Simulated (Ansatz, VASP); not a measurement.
## TePb: VASP beside Ansatz

File POSCAR:

```
TePb
1.0
    0.0000000000      3.2310000000      3.2310000000
    3.2310000000      0.0000000000      3.2310000000
    3.2310000000      3.2310000000      0.0000000000
Te Pb
1 1
Direct
    0.5000000000      0.5000000000      0.5000000000
    0.0000000000      0.0000000000      0.0000000000
```

File INCAR.step1:

```
PREC = Accurate
ENCUT = 520
ISMEAR = 0
SIGMA = 0.05
LREAL = F
LASPH = T
NELM = 60
NBANDS = 17
GGA = PE
ALGO = Normal
EDIFF = 1E-4
LWAVE = T
LCHARG = F
```

INCAR.step2

```
PREC = Accurate
ENCUT = 520
EDIFF = 1E-6
ISMEAR = 0
SIGMA = 0.05
LREAL = F
LASPH = T
NELM = 60
ALGO = Normal
ISIF = 2
LWAVE = F
LCHARG = F
METAGGA = R2SCAN
LMIXTAU = T
NBANDS = 17
ISTART = 1
```

Contents of KPOINTS:

```
regular mesh
0
Gamma
  8 8 8
```

Input for Ansatz:

```yaml
crystal:
  lattice:
    - [0.0, 3.231, 3.231]
    - [3.231, 0.0, 3.231]
    - [3.231, 3.231, 0.0]
  atoms:
    - { symbol: Te, position: [0.5, 0.5, 0.5] }
    - { symbol: Pb, position: [0.0, 0.0, 0.0] }
basis:
  ecutwfc: 500
  fft_grid_basis: typed
kpoints:
  mp_grid: { grid: [8, 8, 8] }
hamiltonian:
  xc: r2scan
  pseudopotentials: { kind: paw }
scf:
  occupations: { method: gaussian, width: 0.05 }
output:
  forces: true
  stress: true
  eigenvalues: true
  bader: true
  write_density: true
  volumetric_format: npy
  elf: true
```

Alike in both runs: task single point; functional r2SCAN; k mesh 8 × 8 × 8; occupations gaussian, width 0.05 eV; no spin polarisation.

|  | VASP | Ansatz |
| --- | --- | --- |
| version | VASP 6.6.1 | Ansatz 0.2.0 |
| potentials or method | VASP PAW PBE potentials, release 64 (Te, Pb_d) | scalar-relativistic, plane waves, PAW |
| plane-wave cutoff (eV) | 520 | 500 |
| valence electrons in the cell | 20 | 30 |

|  | VASP | Ansatz | Ansatz less VASP |
| --- | --- | --- | --- |
| gap on the k mesh at the Fermi level (eV) | 1.02 | 1.02 | -0.004 |
| pressure (GPa) | 1.5 | 1.5 | 0.00 |

The two sets of potentials don't hold the same shells in valence.

Caveats: the PAW data sets were made with another functional, which shifts forces and pressure a little (VASP); spin-orbit coupling is left out, which as a rule narrows the gap of such compounds by several tenths of an eV. A k mesh can miss the band edges.
